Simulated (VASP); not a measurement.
Crystal: TePb.

```
Pb Te
1.0
     0.00000    3.23100    3.23100
     3.23100    0.00000    3.23100
     3.23100    3.23100    0.00000
Pb Te
1 1
Cartesian
  0.0000 0.0000 0.0000
  3.2310 3.2310 3.2310
```

| Property | Result |
| --- | --- |
| Program | VASP 6.6.1 |
| Task | relaxation of cell and atoms |
| Functional | rSCAN |
| Potentials or basis | VASP PAW PBE potentials, release 64 (Pb_d, Te) |
| Cutoff | 600 eV |
| k mesh | 7 × 7 × 7 |
| Occupations | gaussian, width 0.05 eV |
| Spin | no spin polarisation |

At the start: pressure 1.7 GPa; volume 33.73 Å³/atom.

Question: How do energy, volume and symmetry change on relaxing?

Answer: Over 3 steps the energy falls by 6.6 meV/atom and the volume is 35.01 Å³/atom (+3.8 %); space group Fm-3m (No. 225, to 0.05 Å).

Step by step:
| step | energy change (eV) | largest force (eV/Å) | pressure (GPa) | volume (Å³) |
| --- | --- | --- | --- | --- |
| 1 | 0.0000 | 0.0000 | 1.70 | 67.46 |
| 2 | -0.0113 | 0.0000 | -0.57 | 71.02 |
| 3 | -0.0131 | 0.0000 | 0.00 | 70.02 |

Final structure:
```yaml
crystal:
  lattice:
    - [0.00000, 3.27135, 3.27135]
    - [3.27135, 0.00000, 3.27135]
    - [3.27135, 3.27135, 0.00000]
  atoms:
    - { symbol: Pb, position: [0.00000, 0.00000, 0.00000] }
    - { symbol: Te, position: [0.50000, 0.50000, 0.50000] }
```

Caveat: the PAW data sets were made with another functional, which shifts forces and pressure a little.
